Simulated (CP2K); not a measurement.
CdO (Monteponite):

```
Cd O
1.0
     3.32269    0.00000    0.00000
     1.66135    2.87754    0.00000
     1.66135    0.95918    2.71297
Cd O
1 1
Direct
  0.00000 0.00000 0.00000
  0.50000 0.50000 0.50000
```

Base run:

* Program: CP2K 2026.2
* Functional: PBE
* Potentials or basis: GTH_POTENTIALS Cd GTH-PBE-q12, O GTH-PBE-q6; DZVP-MOLOPT-SR-GTH basis
* Density cutoff: 8163 eV
* k mesh: 10 × 10 × 10
* Occupations: fermi-dirac, width 0.05 eV
* Spin: no spin polarisation

Its results: band gap on the k mesh none (metal or under the smearing width); pressure 8.4 GPa.

Q: The run is repeated on the same cell with these changes: functional from PBE to PBEsol. What comes out?

A: Band gap on the k mesh none (metal or under the smearing width); pressure 2.6 GPa.

PBEsol binds more tightly than PBE, so the same cell stands under less pressure.

Caveats: the basis of atomic orbitals isn't converged, which shifts pressures, moduli and gaps; the potentials were made for another functional, which shifts forces and pressure (some runs).
